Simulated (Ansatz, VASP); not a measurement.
**Ge: VASP beside Ansatz**

```
Ge
1.0
     0.00000    2.82891    2.82891
     2.82891    0.00000    2.82891
     2.82891    2.82891    0.00000
Ge
2
Direct
  0.75000 0.75000 0.75000
  0.50000 0.50000 0.50000
```

Alike in both runs: task single point; functional PBE; k mesh 8 × 8 × 8; occupations gaussian, width 0.022 eV; no spin polarisation.

|  | VASP | Ansatz |
| --- | --- | --- |
| version | VASP 6.6.1 | Ansatz 0.2.0 |
| potentials or method | VASP PAW PBE potentials, release 64 (Ge_d), cutoff 520 eV | all-electron LAPW, scalar-relativistic |

VASP gave:

* gap on the k mesh at the Fermi level (eV): 0.03
* least direct gap on the mesh (eV): 0.03
* pressure (GPa): 3.5

What did Ansatz give for the same quantities?

gap on the k mesh at the Fermi level (eV): 0.04; least direct gap on the mesh (eV): 0.04; pressure (GPa): 3.6.

Ansatz ran all-electron here, so the differences hold the error of VASP's frozen core and of both bases.
